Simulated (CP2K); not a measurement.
TiC under changes of volume

One of the cells (10.158 Å³/atom); the others are scaled copies at fixed shape and fractional positions:

```
Ti C
1.0
     3.06279    0.00000    0.00000
     1.53139    2.65245    0.00000
     1.53139    0.88415    2.50076
Ti C
1 1
Direct
  0.00000 0.00000 0.00000
  0.50000 0.50000 0.50000
```

The cell is a database's computed one.

| Property | Result |
| --- | --- |
| Program | CP2K 2026.2 |
| Functional | LDA |
| Potentials or basis | GTH_POTENTIALS Ti GTH-PADE-q12, C GTH-PADE-q4; TZVP-MOLOPT-PBE-GTH basis |
| Density cutoff | 6123 eV |
| k mesh | 11 × 11 × 11 |
| Occupations | fermi-dirac, width 0.05 eV |
| Spin | no spin polarisation |

| volume (Å³/atom) | energy over the lowest point (meV/atom) | pressure (GPa) |
| --- | --- | --- |
| 9.548 | 1.30 | 4.1 |
| 9.752 | 0.00 | -2.0 |
| 9.955 | 6.04 | -7.5 |
| 10.158 | 18.69 | -12.4 |
| 10.361 | 37.28 | -16.8 |
| 10.564 | 61.22 | -20.8 |
| 10.767 | ? | ? |

Q: What does the run at 10.767 Å³/atom give?

A: Energy over the lowest point 89.95 meV/atom; pressure -24.4 GPa.

Worked out: A Birch-Murnaghan fit of order 3 (a polynomial in V^(-2/3)) to the other rows has its minimum at 9.68 Å³/atom with B0 = V·E''(V) = 286 GPa and B' = 4.0. It gives 89.99 meV/atom at 10.767 Å³/atom, against the run's 89.95, and -dE/dV = -24.5 GPa, against -24.4.

Energies are extrapolated to zero smearing.

Caveats: the basis of atomic orbitals isn't converged, which shifts pressures, moduli and gaps.
